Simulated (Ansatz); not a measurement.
Crystal: FeO (Wuestite).

```
Fe O
1.0
     0.00000    2.15540    2.15540
     2.15540    0.00000    2.15540
     2.15540    2.15540    0.00000
Fe O
1 1
Direct
  0.00000 0.00000 0.00000
  0.50000 0.50000 0.50000
```

- Program: Ansatz 0.2.0
- Task: relaxation of cell and atoms
- Functional: revPBE
- Dispersion: D4
- Potentials or basis: Ansatz PAW
- Cutoff: 420 eV (not typed: the program's choice for these potentials)
- k mesh: 11 × 11 × 11
- Occupations: fermi-dirac, width 0.05 eV
- Spin: collinear spin, ferromagnetic start
- Starting moments: [3.0, 0.0] μB

At the start: volume 10.01 Å³/atom.

Q: How do energy, volume and symmetry change on relaxing?

A: It ends after 9 steps and the volume is 9.84 Å³/atom (-1.7 %); space group Fm-3m (No. 225, to 0.05 Å); moment 4.00 μB per cell.

The path:
```tsv
step	energy change (eV)	largest force (eV/Å)	volume (Å³)
1	0.0000	0.0000	20.03
2	-0.0076	0.0000	19.72
3	-0.0076	0.0000	19.71
4	-0.0079	0.0000	19.68
5	-0.0079	0.0000	19.69
6	-0.0079	0.0000	19.69
7	-0.0068	0.0000	19.69
8	-0.0068	0.0000	19.69
9	-0.0068	0.0000	19.69
```

Final structure:
```
Fe O
1.0
     0.00000    2.14308    2.14308
     2.14308    0.00000    2.14308
     2.14308    2.14308    0.00000
Fe O
1 1
Direct
  0.00000 0.00000 0.00000
  0.50000 0.50000 0.50000
```

Caveat: the plane-wave basis is chosen anew once the cell has moved, so the energies of steps on either side of that aren't comparable; the pressure holds a Pulay correction of +0.6 GPa for the finite cutoff; a cell with one magnetic atom can't hold antiferromagnetic order, which such compounds often take; the PAW data sets come from PBE, with cores solved anew for the run's functional, which leaves a small shift of forces and pressure.
